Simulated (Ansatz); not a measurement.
BN:

```xyz
4
Lattice="2.5539 0.0000 0.0000 -1.2770 2.2118 0.0000 0.0000 0.0000 4.2269" Properties=species:S:1:pos:R:3 pbc="T T T"
N     0.0000    1.4745    0.5295
N     1.2770    0.7373    2.6430
B     0.0000    1.4745    2.1123
B     1.2770    0.7373    4.2257
```

Measurements of this composition are mostly on another form, of space group No. 194.

```yaml
Program: Ansatz 0.2.0
Task: relaxation of cell and atoms
Functional: BLYP
Potentials_or_basis: Ansatz PAW
Cutoff: "420 eV (not typed: the program's choice for these potentials)"
k_mesh: 12 × 12 × 6
Occupations: fermi-dirac, width 0.05 eV
Spin: no spin polarisation
```

At the start: volume 5.97 Å³/atom.

Problem. How do energy, volume and symmetry change on relaxing?

Solution. It ends after 9 steps and the volume is 6.08 Å³/atom (+1.9 %); space group P6_3mc (No. 186, to 0.05 Å).

Step by step:
```
step  energy change (eV)  largest force (eV/Å)  volume (Å³)
   1              0.0000                0.0265        23.88
   2             -0.0056                0.0009        24.13
   3             -0.0057                0.0174        24.31
   4             -0.0057                0.0062        24.31
   5             -0.0058                0.0004        24.31
   6             -0.0058                0.0000        24.31
   7             -0.0093                0.0003        24.31
   8             -0.0092                0.0002        24.32
   9             -0.0094                0.0001        24.32
```

Final structure:
```
N B
1.0
     2.57030    0.00000    0.00000
    -1.28515    2.22594    0.00000
     0.00000    0.00000    4.25119
N B
2 2
Direct
  0.33333 0.66667 0.12506
  0.66667 0.33333 0.62506
  0.33333 0.66667 0.49994
  0.66667 0.33333 0.99994
```

Caveat: the plane-wave basis is chosen anew once the cell has moved, so the energies of steps on either side of that aren't comparable; the pressure holds a Pulay correction of +1.2 GPa for the finite cutoff; the PAW data sets come from PBE, with cores solved anew for the run's functional, which leaves a small shift of forces and pressure.
